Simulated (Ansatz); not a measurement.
Al (bcc): energy against volume

Level of theory: DFT, revPBE, plane waves (420 eV) with PAW, scalar-relativistic in Ansatz 0.2.0. The PAW files were generated under PBE, with cores re-solved for the functional.

The cell is scaled uniformly from the relaxed one, with fractional coordinates and shape fixed. Energies are extrapolated to zero smearing, pressures are those at the given smearing. Magnetic state: spin not included.

A Birch-Murnaghan fit gives V₀ = 17.16 Å³/atom, B₀ = 67 GPa, B₀′ = 4.5.

Problem. What are the energy above the minimum and the pressure at 15.825 Å³/atom?

Solution. 25.1 meV/atom and 6.57 GPa as computed.

Problem. What are the energy above the minimum and the pressure at 18.578 Å³/atom?

Solution. 21.3 meV/atom and -4.43 GPa as computed.

Problem. What are the energy above the minimum and the pressure at 19.266 Å³/atom?

Solution. 43.9 meV/atom and -5.96 GPa as computed.
